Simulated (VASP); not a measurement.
Level of theory: PBEsol GGA, VASP's PBE PAW potentials (set 64) (plane waves; VASP 6.6.1).

VASP input:

KPOINTS:
```
Automatic
0
G
7 7 4
```

### POSCAR
```
InN
1
    3.5655330000     0.0000000000     0.0000000000
   -1.7827660000     3.0878420000     0.0000000000
    0.0000000000     0.0000000000     5.7566370000
In N
2 2
Direct
  0.6666670000   0.3333330000   0.5004800000
  0.3333330000   0.6666670000   0.0004800000
  0.6666670000   0.3333330000   0.8795200000
  0.3333330000   0.6666670000   0.3795200000
```

INCAR:
```
ISIF  =  2   # forces and stress, cell fixed
ALGO  =  Normal   # blocked Davidson
NELM  =  100
SYSTEM  =  InN
LMAXMIX  =  4
LWAVE  =  F
SIGMA  =  0.136   # width (eV)
LREAL  =  F   # projection in real space or not
GGA  =  PS   # PBEsol
LCHARG  =  F
LASPH  =  T
EDIFF  =  1E-6   # SCF stop (eV)
ISMEAR  =  1   # Methfessel-Paxton
PREC  =  Accurate
ENCUT  =  400
```

POTCAR, in this order: In_d N (PBE.64 set). Program: vasp_std.

The resulting files:

### OSZICAR
```
       N       E                     dE             d eps       ncg     rms          rms(c)
DAV:   1     0.315398464204E+03    0.31540E+03   -0.15880E+04  1056   0.192E+03
DAV:   2     0.126273940079E+02   -0.30277E+03   -0.29453E+03  1140   0.432E+02
DAV:   3    -0.260692732305E+02   -0.38697E+02   -0.38191E+02  1446   0.170E+02
DAV:   4    -0.270955638366E+02   -0.10263E+01   -0.10220E+01  1294   0.304E+01
DAV:   5    -0.271285469202E+02   -0.32983E-01   -0.32979E-01  1368   0.491E+00    0.133E+01
DAV:   6    -0.231423787673E+02    0.39862E+01   -0.18006E+01  1808   0.574E+01    0.101E+01
DAV:   7    -0.232076331394E+02   -0.65254E-01   -0.19071E+00  1104   0.110E+01    0.328E+00
DAV:   8    -0.231678464407E+02    0.39787E-01   -0.21841E-01  1680   0.465E+00    0.170E+00
DAV:   9    -0.231529958095E+02    0.14851E-01   -0.51301E-02  1752   0.351E+00    0.438E-01
DAV:  10    -0.231507085929E+02    0.22872E-02   -0.11359E-02  1724   0.151E+00    0.127E-01
DAV:  11    -0.231511555269E+02   -0.44693E-03   -0.30958E-03  1596   0.425E-01    0.169E-01
DAV:  12    -0.231510062322E+02    0.14929E-03   -0.40939E-04  1690   0.245E-01    0.316E-02
DAV:  13    -0.231509969604E+02    0.92718E-05   -0.98778E-05  1670   0.800E-02    0.166E-02
DAV:  14    -0.231509976077E+02   -0.64729E-06   -0.41096E-06  1176   0.200E-02
   1 F= -.23150998E+02 E0= -.23151253E+02  d E =0.767197E-03
```

### OUTCAR
```
------------------------ aborting loop because EDIFF is reached ----------------------------------------
  FORCE on cell =-STRESS in cart. coord.  units (eV):
  Direction    XX          YY          ZZ          XY          YZ          ZX
  --------------------------------------------------------------------------------------
  Total       -2.0249796     -2.0249794     -1.9812827     -0.0000003      0.0000000      0.0000000
  in kB      -51.1897316    -51.1897264    -50.0851115     -0.0000083      0.0000000      0.0000000
  external PRESSURE =     -50.8215232 kB  Pullay stress =       0.0000000 kB
  volume of cell :       63.38
      direct lattice vectors                 reciprocal lattice vectors
     3.565533000  0.000000000  0.000000000     0.280462977  0.161925338  0.000000000
    -1.782766000  3.087842000  0.000000000     0.000000000  0.323850767  0.000000000
     0.000000000  0.000000000  5.756637000     0.000000000  0.000000000  0.173712534
 POSITION                                       TOTAL-FORCE (eV/Angst)
 -----------------------------------------------------------------------------------
      1.78277      1.02928      2.88108         0.000000     -0.000000      0.002495
     -0.00000      2.05856      0.00276         0.000000      0.000000      0.002495
      1.78277      1.02928      5.06308        -0.000000     -0.000000     -0.002495
     -0.00000      2.05856      2.18476        -0.000000      0.000000     -0.002495
 -----------------------------------------------------------------------------------
    total drift:                               -0.001324      0.000763      0.000307
  FREE ENERGIE OF THE ION-ELECTRON SYSTEM (eV)
  ---------------------------------------------------
  free  energy   TOTEN  =       -23.1509976077 eV

  energy  without entropy=      -23.1517648052  energy(sigma->0) =      -23.15125334
```
(Selected blocks of OUTCAR.)

At this cut-off the stress carries a Pulay error, which pulls relaxed volumes low.

The structure comes from a computed database's InN entry; how it stands against other phases isn't given here. The cell was not relaxed at this level.
